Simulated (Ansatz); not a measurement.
Cubic perovskite LaAlO₃ (cubic high-temperature phase), treated with PBE0 (PAW; Ansatz, a first-principles code).

Excerpt of the program's output:

```
WARN output.stress: scf.exx.energy_threshold = 1e-6 eV is looser than the 5e-8 eV advised for a stress under a hybrid functional (1e-8 eV for each atom of the …
Crystal: 5 atoms, lattice volume = 55.306 Å³
Basis set: ecut = 460 eV, 1237 PW (Γ), exchange–correlation on 54×54×54 points (8 copies of the dense FFT grid, shifted against one another)
Bands: 21, of which v1, the nominal top of the filled ones, is band 16 counted from 1 (15 counted from 0)
Symmetry: 48 space group operations
Space group: Pm-3m (ITA 221), of the structure as read, at distance tolerance 3.8e-5 Å
k-points: 20 of 216
Functional: x = pbe(κ = 0.804, μ = 0.2195149727645171), c = pbe(β = 0.06672455060314922), warm-up for x = 0.75 pbe(κ = 0.804, μ = 0.2195149727645171) + 0.25 exact, c = pbe(β = 0.06672455060314922)
SCF iter   1: F=—  HF=-8498.845731 eV  |F-HF|=—  |Δ(HF+E_count)|=         —  Δρ=1.66e-3  dr2=3.59e-4
SCF iter   2: F=-8498.847450 eV  HF=-8498.847308 eV  |F-HF|=1.43e-4  |Δ(HF+E_count)|=   1.58e-3  Δρ=9.03e-4  dr2=1.27e-4
Crystal: 5 atoms, lattice volume = 55.306 Å³
Initial density: handed on by an earlier stage of this run
Functional: x = 0.75 pbe(κ = 0.804, μ = 0.2195149727645171) + 0.25 exact, c = pbe(β = 0.06672455060314922)
  ...
Crystal: 5 atoms, lattice volume = 55.306 Å³
SCF iter   4: F=—  HF=-8502.920846 eV  |F-HF|=—  |Δ(HF+E_count)|=   5.25e-8  Δρ=2.00e-6  dr2=1.93e-9
SCF iter   5: F=-8502.920846 eV  HF=-8502.920846 eV  |F-HF|=0.00e0  |Δ(HF+E_count)|=  3.77e-10  Δρ=1.93e-7  dr2=9.56e-11
SCF 3 converged in 5 iterations: F = -8502.920846 eV  dr2 = 9.56e-11
Free energy (F): -8502.920846 eV
Internal energy: -8502.920846 eV  (E = F + TS)
E sigma→0 (E₀):  -8502.920846 eV
Fermi energy:    12.621263 eV
--- Forces (eV/Å), atoms counted from 1 ---
  atom   1  La    -0.00000000     0.00000000    -0.00000000
  atom   2  Al     0.00000000    -0.00000000    -0.00000000
  atom   3  O      0.00000000    -0.00000000    -0.00000000
  atom   4  O      0.00000000    -0.00000000     0.00000000
  atom   5  O      0.00000000     0.00000000     0.00000000
--- Stress (GPa, compression-positive) ---
       -5.251639      -0.000000       0.000000
       -0.000000      -5.251639       0.000000
        0.000000       0.000000      -5.251639
  P = ⅓ Tr σ = -5.2516 GPa (-52.516 kbar)
```

### Question
Write an input file that produces this run.

### Answer
Several could match; the one computed here: 
Ansatz 0.2 input:
```yaml
crystal:
  lattice:
    - [3.81, 0.0, 0.0]
    - [0.0, 3.81, 0.0]
    - [0.0, 0.0, 3.81]
  atoms:
    - { symbol: La, position: [0.0, 0.0, 0.0] }
    - { symbol: Al, position: [0.5, 0.5, 0.5] }
    - { symbol: O, position: [0.5, 0.0, 0.5] }
    - { symbol: O, position: [0.0, 0.5, 0.5] }
    - { symbol: O, position: [0.5, 0.5, 0.0] }
basis:
  ecutwfc: 460
  ecutrho_ratio: 4
  xc_grid: 2
kpoints:
  mp_grid: { grid: [6, 6, 6] }
hamiltonian:
  xc: pbe0
  dispersion: none
  pseudopotentials: { kind: paw }
scf:
  occupations: { method: fermi_dirac, width: 0.01 }
  convergence: { dr2_threshold: 0.0000000005 }
output:
  forces: true
  stress: true
  eigenvalues: true
```

The PAW data were made under PBE.

Note: held by symmetry at 0 K, a high-temperature phase can be a saddle point. Note: cell and atoms aren't relaxed at this level (pressure -5.3 GPa).
